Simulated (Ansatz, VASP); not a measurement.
## One calculation of Ca, two programs

```
Ca
1.0
     3.98000    0.00000    0.00000
    -1.99000    3.44678    0.00000
     0.00000    0.00000    6.52000
Ca
2
Direct
  0.66667 0.33333 0.75000
  0.33333 0.66667 0.25000
```

This isn't the form of Ca at room conditions, which is fcc.

Alike in both runs: functional PBEsol; k mesh 5 × 5 × 3; occupations fermi-dirac, width 0.05 eV; no spin polarisation.

|  | VASP | Ansatz |
| --- | --- | --- |
| version | VASP 6.6.1 | Ansatz 0.2.0 |
| potentials or method | VASP PAW PBE potentials, release 64 (Ca_sv) | Ansatz PAW |
| plane-wave cutoff (eV) | 520 | 420 |
| valence electrons in the cell | 20 | 20 |
| task | single point | band structure |

|  | VASP | Ansatz | Ansatz less VASP |
| --- | --- | --- | --- |
| gap on the k mesh at the Fermi level (eV) | none | none | - |
| pressure (GPa) | -1.4 | -1.4 | -0.01 |

A gap of «none» marks a metal or a gap that the smearing closes.

Caveats: the k mesh is coarse (spacing up to 0.36 Å⁻¹), so the values aren't converged; the PAW data sets were made with another functional, which shifts forces and pressure a little (VASP); the PAW data sets come from PBE, with cores solved anew for the run's functional, which leaves a small shift of forces and pressure (Ansatz).
